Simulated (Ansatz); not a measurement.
All numbers below come from Ansatz 0.2.0, DFT PBE, scalar-relativistic, plane waves, PAW. All cells share a 420 eV cutoff and Γ-centred k meshes spaced at most about 0.3 Å⁻¹ (about 0.25 or finer for metals, 2π included). No spin polarisation in the final relaxations.

These are static total energies at zero pressure.

Two relaxed structures of Si3Ge2:

A.

Space group P-6m2 (No. 187). a = 2.830 Å, b = 2.830 Å, c = 23.844 Å, α = 90.00°, β = 90.00°, γ = 120.00°
```
atom  site  symmetry       x       y       z
  Si    2i       3m.  0.6667  0.3333  0.8057
  Si    2h       3m.  0.3333  0.6667  0.7153
  Si    2h       3m.  0.3333  0.6667  0.8964
  Ge    1e      -6m2  0.6667  0.3333  0.0000
  Ge    2i       3m.  0.6667  0.3333  0.3872
  Ge    1d      -6m2  0.3333  0.6667  0.5000
```

B.

Space group P-6m2 (No. 187). a = 3.626 Å, b = 3.626 Å, c = 16.417 Å, α = 90.00°, β = 90.00°, γ = 120.00°
```csv
atom,site,symmetry,x,y,z
Si,1a,-6m2,0.0000,0.0000,0.0000
Si,2g,3m.,0.0000,0.0000,0.4064
Si,2h,3m.,0.3333,0.6667,0.3203
Si,1d,-6m2,0.3333,0.6667,0.5000
Ge,2g,3m.,0.0000,0.0000,0.2300
Ge,2h,3m.,0.3333,0.6667,0.0886
```

Question: Which form is favoured at zero pressure, and by what margin per atom?

Answer: B is lower, by 111 meV/atom. A has Si and Ge ordered on hcp sites, space group P-6m2 (No. 187), 16.5 Å³/atom and no gap on its mesh; B has space group P-6m2 (No. 187), 18.7 Å³/atom and no gap. Counting Ge atoms around Si (those within 1.25 times the shortest such distance or 1.15 times the sum of covalent radii, 1.27 where that leaves under three; the shortest distance is added where it exceeds 1.18 times the sum of covalent radii; a slash parts the counts of unlike sites), A has Si 3 from 2.9 Å/3 from 3.0 Å/2+12 from 4.6 Å and B has Si 1 from 2.9 Å/3/6/6+6 from 4.9 Å. Even the lower one lies +0.37 eV/atom against the reference forms of the elements (uncorrected), so neither is stable at this level. In A, Si on its first site has 12 Si at 2.71–2.83 Å; Si on its second site is surrounded by 9 Si at 2.71–2.83 Å and 3 Ge at 2.94 Å; around Ge on a site of symmetry -6m2 lie 6 Ge at 2.83 Å and 6 Si at 2.96 Å; 3 more sites not described. In B, Si on a site of symmetry -6m2 has 6 Ge at 2.55 Å; Si on a site of symmetry 3m is surrounded by 6 Si at 2.53–2.60 Å, 1 Ge at 2.90 Å and 1 Si at 3.07 Å; around Ge on its first site lie 3 Si at 2.56 Å, 1 Si at 2.90 Å and 3 Ge at 3.13 Å; 3 more sites not described. Both come from invented guesses.

No dispersion correction is applied, so the spacing and binding between layers, chains or molecules are poorly described (P-6m2 at 16.5 Å³/atom, P-6m2 at 18.7 Å³/atom), and this can change margins and order among such cells. Cells relaxed within their symmetry can be saddle points.

B is favoured over A, but the ordering is between two poor structures for this pair of elements. Silicon and germanium each have four valence electrons, enough for four directional sp³ bonds per atom. Close packing in A spreads those electrons over many long contacts, whereas the more open B concentrates them in fewer, shorter ones, which probably accounts for most of its advantage. Even B's shortest contacts are stretched beyond normal single bonds, so its bonding remains far from ideal.

The absence of a gap in both cells fits this picture of delocalised, overcoordinated bonding and resembles the metallic high-pressure forms of the elements. It does not carry over to ordinary Si-Ge alloys, which are semiconducting diamond-type solid solutions with a very small mixing enthalpy. The large positive energy against the elements therefore probably reflects the guessed frameworks rather than any real aversion between Si and Ge. Because A is denser, compression should narrow the margin, though a pressure-stabilised A does not follow from these two cells.
